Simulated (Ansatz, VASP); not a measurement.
# NaCl in VASP and in Ansatz

```xyz
2
Lattice="2.6437 2.6437 0.0000 -2.6437 2.6437 0.0000 0.0000 2.6437 2.6437" Properties=species:S:1:pos:R:3 pbc="T T T"
Na    0.0000    0.0000    0.0000
Cl    0.0000    2.6437    0.0000
```

Alike in both runs: functional LDA; k mesh 8 × 8 × 8; no spin polarisation.

Ansatz relaxed the structure, and its values are those at the end. VASP's run is a single point on that final structure, the one shown.

|  | VASP | Ansatz |
| --- | --- | --- |
| version | VASP 6.6.1 | Ansatz 0.2.0 |
| potentials or method | VASP PAW LDA potentials, release 64 (Na_pv, Cl) | PAW with Ansatz's default frozen-core files, scalar-relativistic |
| plane-wave cutoff (eV) | 520 | 420 |
| occupations | gaussian, width 0.01 eV | fixed |
| valence electrons in the cell | 14 | 16 |

|  | VASP | Ansatz | Ansatz less VASP |
| --- | --- | --- | --- |
| pressure (GPa) | 4.0 | 4.0 | -0.03 |

The two sets of potentials don't hold the same shells in valence.
